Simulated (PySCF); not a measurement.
# Computed NMR parameters against published values

Geometry:
```json
{"atom": "C1", "x (Å)": "0.166", "y (Å)": "-1.362", "z (Å)": "-0.451"}
{"atom": "C2", "x (Å)": "-0.090", "y (Å)": "-0.018", "z (Å)": "0.228"}
{"atom": "C3", "x (Å)": "-0.890", "y (Å)": "0.906", "z (Å)": "-0.688"}
{"atom": "C4", "x (Å)": "1.222", "y (Å)": "0.636", "z (Å)": "0.636"}
{"atom": "O5", "x (Å)": "-0.799", "y (Å)": "-0.222", "z (Å)": "1.440"}
{"atom": "H6", "x (Å)": "0.754", "y (Å)": "-1.247", "z (Å)": "-1.374"}
{"atom": "H7", "x (Å)": "0.710", "y (Å)": "-2.032", "z (Å)": "0.231"}
{"atom": "H8", "x (Å)": "-0.786", "y (Å)": "-1.849", "z (Å)": "-0.721"}
{"atom": "H9", "x (Å)": "-1.098", "y (Å)": "1.857", "z (Å)": "-0.177"}
{"atom": "H10", "x (Å)": "-0.349", "y (Å)": "1.120", "z (Å)": "-1.622"}
{"atom": "H11", "x (Å)": "-1.854", "y (Å)": "0.445", "z (Å)": "-0.960"}
{"atom": "H12", "x (Å)": "1.847", "y (Å)": "0.855", "z (Å)": "-0.243"}
{"atom": "H13", "x (Å)": "1.783", "y (Å)": "-0.028", "z (Å)": "1.311"}
{"atom": "H14", "x (Å)": "1.023", "y (Å)": "1.576", "z (Å)": "1.172"}
{"atom": "H15", "x (Å)": "-1.639", "y (Å)": "-0.638", "z (Å)": "1.219"}
```

Measured values that the calculation should reproduce: δ 13C C2 68.1; C1/C3/C4 30.5 ppm (measured; solution, toluene-d8, 298 K; Fulmer et al., Organometallics 2010, 29, 2176).
δ 13C C2 69.1; C1/C3/C4 31.5; δ 1H H6/H7/H8/H9/H10/H11/H12/H13/H14 1.24 ppm (measured; solution, CD2Cl2, 298 K; Fulmer et al., Organometallics 2010, 29, 2176).
δ 13C C2 67.5; C1/C3/C4 30.6; δ 1H H6/H7/H8/H9/H10/H11/H12/H13/H14 1.15 ppm (measured; solution, THF-d8, 298 K; Fulmer et al., Organometallics 2010, 29, 2176).
δ 13C C2 69.2; C1/C3/C4 31.2; δ 1H H6/H7/H8/H9/H10/H11/H12/H13/H14 1.28 ppm (measured; solution, CDCl3, 298 K; Fulmer et al., Organometallics 2010, 29, 2176). Coupling constants: 1J(C1,C2) 39.5 Hz.

- GIAO PBE0/pcSseg-1 shieldings
- structure optimised with PBE0-D3(BJ)/def2-SVP
- couplings computed with B3LYP/pcJ-1 (without the spin–dipole term)
- program: PySCF 2.14.0 with density-fitted response routines
- non-relativistic Hamiltonian, no solvent model, equivalent nuclei averaged, single conformer

Question: Set the calculated values beside the experiment.

Answer: 
Reference values: measured (solution, toluene-d8, 298 K; Fulmer et al., Organometallics 2010, 29, 2176).
| atoms | quantity | reference | computed | computed, scaled |
| --- | --- | --- | --- | --- |
| C2 | δ 13C | 68.1 | 66.8 | 63.9 |
| C1/C3/C4 | δ 13C | 30.5 | 32.6 | 30.8 |

Reference values: measured (solution, CD2Cl2, 298 K; Fulmer et al., Organometallics 2010, 29, 2176).
```json
{"atoms": "C2", "quantity": "δ 13C", "reference": "69.1", "computed": "66.8", "computed, scaled": "63.9"}
{"atoms": "C1/C3/C4", "quantity": "δ 13C", "reference": "31.5", "computed": "32.6", "computed, scaled": "30.8"}
{"atoms": "H6/H7/H8/H9/H10/H11/H12/H13/H14", "quantity": "δ 1H", "reference": "1.24", "computed": "1.16", "computed, scaled": "1.31"}
```

Reference values: measured (solution, THF-d8, 298 K; Fulmer et al., Organometallics 2010, 29, 2176).
| atoms | quantity | reference | computed | computed, scaled |
| --- | --- | --- | --- | --- |
| C2 | δ 13C | 67.5 | 66.8 | 63.9 |
| C1/C3/C4 | δ 13C | 30.6 | 32.6 | 30.8 |
| H6/H7/H8/H9/H10/H11/H12/H13/H14 | δ 1H | 1.15 | 1.16 | 1.31 |

Reference values: measured (solution, CDCl3, 298 K; Fulmer et al., Organometallics 2010, 29, 2176).
```csv
atoms,quantity,reference,computed,"computed, scaled"
C2,δ 13C,69.2,66.8,63.9
C1/C3/C4,δ 13C,31.2,32.6,30.8
H6/H7/H8/H9/H10/H11/H12/H13/H14,δ 1H,1.28,1.16,1.31
```

Computed shifts are σ(ref) − σ with the named reference compound (TMS for H and C) calculated as an isolated molecule at the same level. The measured values may be among those fitted. Shieldings were converted by linear fits to measured shifts (mostly CDCl3, TMS scale, for H and C): 1H: δ = 29.91 − 0.950σ (rms 0.21 ppm, 511 shifts, 0.22 ppm with the 3 outliers that the fit left out); 13C: δ = 177.62 − 0.967σ (rms 1.9 ppm, 903 shifts, 2.3 ppm with the 23 outliers that the fit left out). A few per cent of atoms miss by over 2 rms, more outside the fitted compound classes. H not on carbon is unscaled (vs computed TMS).

Coupling constants in Hz:
```tsv
coupling	reference	computed	source
1J(C1,C2)	39.5	39.8	measured; liquid or solution; F. J. Weigert, PhD thesis, Caltech 1968 (Carbon-13 magnetic resonance spectroscopy)
```

Question: How far are the unscaled 13C shifts from the references?

Answer: Mean signed difference -0.01 ppm, mean absolute 1.66 ppm over 8 comparisons; the largest is -2.4 ppm at C2 (fully substituted sp3 carbon bonded to O).

Question: How far are the unscaled 1H shifts from the references?

Answer: Mean signed difference -0.06 ppm, mean absolute 0.07 ppm over 3 comparisons; the largest is -0.12 ppm at H6/H7/H8/H9/H10/H11/H12/H13/H14 (hydrogen on a methyl carbon).

12 of the 51 published NMR values on file for this molecule are compared. The rest: values from further sources, exchangeable protons in solution, protons in aromatic solvents.
